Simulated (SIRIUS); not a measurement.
## MgSi under changes of volume

One of the cells (17.702 Å³/atom); the others are scaled copies at fixed shape and fractional positions:

```
CELL_PARAMETERS angstrom
2.92766 0.00000 0.00000
0.00000 2.92766 0.00000
0.00000 0.00000 4.13060
ATOMIC_POSITIONS crystal
Si 0.50000 0.50000 0.50000
Mg 0.00000 0.00000 0.00000
```

The cell comes from a database or a generator and needn't be the stable form of this composition.

| Item | Value |
| --- | --- |
| Program | SIRIUS 7.12.0 |
| Functional | PBEsol |
| Potentials or basis | PseudoDojo 0.4.1 PBEsol standard (scalar relativistic) |
| Cutoff | 1152 eV |
| Density cutoff | 4606 eV |
| k mesh | 9 × 9 × 7 |
| Occupations | fermi-dirac, width 0.05 eV |
| Spin | no spin polarisation |

```tsv
volume (Å³/atom)	energy over the lowest point (meV/atom)	pressure (GPa)
16.314	5.57	2.8
16.661	1.17	1.2
17.008	0.00	-0.2
17.702	6.13	-2.6
18.049	12.90	-3.6
18.396	?	?
```

Q: What does the run at 18.396 Å³/atom give?

A: Energy over the lowest point 21.78 meV/atom; pressure -4.5 GPa.

Worked out: A Birch-Murnaghan fit of order 3 (a polynomial in V^(-2/3)) to the other rows has its minimum at 16.97 Å³/atom with B0 = V·E''(V) = 67 GPa and B' = 3.9 at fixed shape and positions, which overstates the stiffness. It gives 21.83 meV/atom at 18.396 Å³/atom, against the run's 21.78, and -dE/dV = -4.6 GPa, against -4.5.

Energies are extrapolated to zero smearing.
